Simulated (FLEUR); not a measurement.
# Fe (P6_3/mmc) in FLEUR: single point with PBE

Aim: the single point of Fe with PBE.

All numbers are computed with FLEUR MaX-R8.1 (later development tree); they aren't measurements. Logs are shortened: lines on timing, memory, paths and dates and some standing lists are left out, and cuts for length are marked.

## Step 1: Starting point

The structure is hexagonal, space group P6_3/mmc (No. 194). The conventional cell has a = 2.434 Å, b = 2.434 Å, c = 3.842 Å, α = 90.00°, β = 90.00°, γ = 120.00°. Fe (site symmetry -6m2) is surrounded by 12 Fe at 2.38 to 2.43 Å.

This isn't the form of Fe at room conditions, which is bcc.

## Step 2: Single point, PBE, collinear spin, ferromagnetic start

File inp.xml:

```xml
<?xml version="1.0" encoding="UTF-8" standalone="no"?>
<fleurInput fleurInputVersion="0.39">
   <comment>
      Fe                                                                                                  
   </comment>
   <calculationSetup>
      <cutoffs Kmax="4.85" Gmax="15.0" GmaxXC="15.0" numbands="0"/>
      <scfLoop itmax="60" minDistance="0.00001" maxIterBroyd="15" imix="Anderson" alpha="0.05" precondParam="0.0" spinf="2.0" sdNocoIR="T"/>
      <coreElectrons ctail="T" frcor="F" kcrel="0" coretail_lmax="0"/>
      <xcFunctional name="pbe" relativisticCorrections="F"/>
      <magnetism jspins="2"/>
      <soc l_soc="F" theta="0.0" phi="0.0" spav="F"/>
      <expertModes spex="0" secvar="F"/>
      <geometryOptimization l_f="T" forcealpha="1.0" forcemix="BFGS" epsdisp="0.0005" epsforce="0.0002"/>
      <ldaU l_linMix="F" mixParam="0.05" spinf="1.0"/>
   </calculationSetup>
   <cell>
      <bzIntegration valenceElectrons="32.0" mode="hist" fermiSmearingEnergy="0.00183747">
         <kPointListSelection listName="default-1"/>
         <!-- k-points included here -->
         <xi:include xmlns:xi="http://www.w3.org/2001/XInclude" href="kpts.xml"> </xi:include>
      </bzIntegration>
      <!-- symmetry operations included here -->
      <xi:include xmlns:xi="http://www.w3.org/2001/XInclude" href="sym.xml"> </xi:include>
      <bulkLattice scale="1.0">
         <bravaisMatrix>
            <row-1>    4.5998911803346623     0.0000000000000000     0.0000000000000000</row-1>
            <row-2>   -2.2999455902618178     3.9836226168433098     0.0000000000000000</row-2>
            <row-3>    0.0000000000000000     0.0000000000000000     7.2602039369602549</row-3>
         </bravaisMatrix>
      </bulkLattice>
   </cell>
   <atomSpecies>
      <species name="Iron (Fe) 4.500" element="Fe" atomicNumber="26">
         <mtSphere radius="2.02" gridPoints="687" logIncrement="0.018"/>
         <atomicCutoffs lmax="8" lnonsphr="8"/>
         <electronConfig flipSpins="F">
            <coreConfig>(1s1/2) (2s1/2) (2p1/2) (2p3/2)</coreConfig>
            <valenceConfig>(3s1/2) (3p1/2) (3p3/2) (4s1/2) (3d3/2) (3d5/2)</valenceConfig>
            <stateOccupation state="(3d3/2)" spinUp="2.0" spinDown="0.4"/>
            <stateOccupation state="(3d5/2)" spinUp="3.0" spinDown="0.6"/>
         </electronConfig>
         <energyParameters s="4" p="4" d="3" f="4"/>
         <lo type="SCLO" l="0" n="3" eDeriv="0"/>
         <lo type="SCLO" l="1" n="3" eDeriv="0"/>
         <lo type="SCLO" l="1" n="3" eDeriv="1"/>
         <lo type="SCLO" l="2" n="3" eDeriv="2"/>
         <lo type="SCLO" l="3" n="4" eDeriv="2"/>
      </species>
   </atomSpecies>
   <atomGroups>
      <atomGroup species="Iron (Fe) 4.500">
         <relPos label="                   1">-1.000/3.000 1.000/3.000 -1.000/4.000</relPos>
         <relPos label="                   2">1.000/3.000 -1.000/3.000 1.000/4.000</relPos>
         <force calculate="T" relaxXYZ="TTT"/>
      </atomGroup>
   </atomGroups>
   <output dos="F" band="F" slice="F">
      <checks vchk="F" cdinf="F"/>
      <bandDOS minEnergy="-.5*Htr" maxEnergy="0.5*Htr" sigma="0.015" storeEVData="T"/>
      <vacuumDOS vacdos="F" integ="F" star="F" nstars="0" locx1="0.0" locy1="0.0" locx2="0.0" locy2="0.0" nstm="0" tworkf="0.0"/>
      <unfoldingBand unfoldBand="F" supercellX="1" supercellY="1" supercellZ="1"/>
      <plotting iplot="0" polar="F">
         <plot TwoD="T" vec1="  1.0  0.0  0.0" vec2="  0.0  1.0  0.0" vec3="  0.0  0.0  1.0" zero="  0.0  0.0  0.0" file="plot"/>
      </plotting>
      <chargeDensitySlicing numkpt="0" minEigenval="0.0" maxEigenval="0.0" nnne="0" pallst="F"/>
      <specialOutput eonly="F"/>
      <moessbauerParams electricFieldGradient="T" isomerShift="T" coreHyperfine="T" valenceHyperfine="T"/>
      <magneticCircularDichroism mcd="F" energyLo="-10.0" energyUp="0.0"/>
   </output>
  <!-- We include the file relax.xml here to enable relaxations (see documentation) -->
  <xi:include xmlns:xi="http://www.w3.org/2001/XInclude" href="relax.xml"> <xi:fallback/> </xi:include>
</fleurInput>
```

File crystal.txt:

```
Fe
&input cartesian=F /
2.4341575853  0.0000000000  0.0000000000
-1.2170787927  2.1080423057  0.0000000000
0.0000000000  0.0000000000  3.8419344700
1.8897261246
1.0 1.0 1.0

2
26 0.6666666666  0.3333333332  0.7500000000 : 4.500
26 0.3333333332  0.6666666666  0.2500000000 : 4.500

&kpt div1=12 div2=12 div3=7 gamma=T /
```

Potentials or basis: all-electron, FLAPW.

The run is started by

```
$ inpgen -f crystal.txt -profile fastHighL
$ # inp.xml edited to the form shown
$ fleur_MPI
```

Standard output:

```text
Welcome to FLEUR        (www.flapw.de)
      MaX-Release 8.1          (www.max-centre.eu)

 ========== k-point set info ==========
 Selected k-point list: default-1
 k-point list type: mesh
 12 x 12 x 7
 Number of k points: 76

 ------------Calculation Setup---------------------------
 Number of MPI-tasks      :            1
 Number of PE/node        :            1
 Number of OMP-threads    :            1
 Most efficient MPI parallelization for:
           1           2           4          19          38          76
 Additional eigenvalue parallelization possible
 Number of basis functions:          337
 Approximate size of matrices (H+S) per k-point:         0.002 GB
 --------------------------------------------------------
 Iteration:     1   Distance:      40.47525035 me/bohr^3
 Iteration:     2   Distance:      38.55624454 me/bohr^3
 Iteration:     3   Distance:      18.67780305 me/bohr^3
 Iteration:     4   Distance:      22.52267900 me/bohr^3
 Iteration:     5   Distance:      20.85399810 me/bohr^3
 Iteration:     6   Distance:      15.49218159 me/bohr^3
 Iteration:     7   Distance:      15.49940120 me/bohr^3
 Iteration:     8   Distance:      15.52736772 me/bohr^3
 Iteration:     9   Distance:      18.40083402 me/bohr^3
 Iteration:    10   Distance:      19.11187956 me/bohr^3
[... 19 lines left out ...]
 Iteration:    30   Distance:       0.02941110 me/bohr^3
 Iteration:    31   Distance:       0.00623131 me/bohr^3
 Iteration:    32   Distance:       0.00481669 me/bohr^3
 Iteration:    33   Distance:       0.00380272 me/bohr^3
 Iteration:    34   Distance:       0.00290642 me/bohr^3
 Iteration:    35   Distance:       0.00075301 me/bohr^3
 Iteration:    36   Distance:       0.00008500 me/bohr^3
 Iteration:    37   Distance:       0.00007326 me/bohr^3
 Iteration:    38   Distance:       0.00002339 me/bohr^3
 Iteration:    39   Distance:       0.00000673 me/bohr^3

 ********************************************************************
 Run finished successfully
 Stop message:
   Structural relaxation: Done
 ********************************************************************
```

Wall time 4.8 min (1 thread of Arm Neoverse V1, shared host); peak memory 0.07 GiB.

What came out:

```
Free energy                                           : -69269.4934 eV
Band gap on the k mesh                                : none (metal or under the smearing width)
Net moment                                            : 0.00 μB per cell
Valence electrons inside the program's atomic spheres : Fe 14.31 (radii Fe 2.02 bohr)
```

Levels at points of the mesh, in eV from the Fermi level:
Spin up:
| k point | band 13 | band 14 | band 15 | band 16 | band 17 | band 18 | band 19 | band 20 |
| --- | --- | --- | --- | --- | --- | --- | --- | --- |
| (0.00, 0.00, 0.00) | -1.62 | -1.27 | -1.27 | -0.92 | -0.92 | 0.44 | 0.74 | 0.74 |
| (0.00, 0.50, 0.00) | -2.09 | -1.63 | -1.14 | 0.85 | 1.09 | 1.14 | 2.76 | 4.96 |
Spin down:
```tsv
k point	band 14	band 15	band 16	band 17	band 18	band 19
(0.00, 0.00, 0.00)	-1.27	-1.27	-0.92	-0.92	0.44	0.74
(0.00, 0.50, 0.00)	-1.63	-1.14	0.85	1.09	1.14	2.76
```

Core levels (eV from the Fermi level):
```
atom                                                   levels
1 Fe  1s1/2 -6990.7, 2s1/2 -812.9, 2p1/2 -700.0, 2p3/2 -687.5
2 Fe  1s1/2 -6990.7, 2s1/2 -812.9, 2p1/2 -700.0, 2p3/2 -687.5
```

Caveat: the starting moments collapsed, and a magnetic state may lie lower.
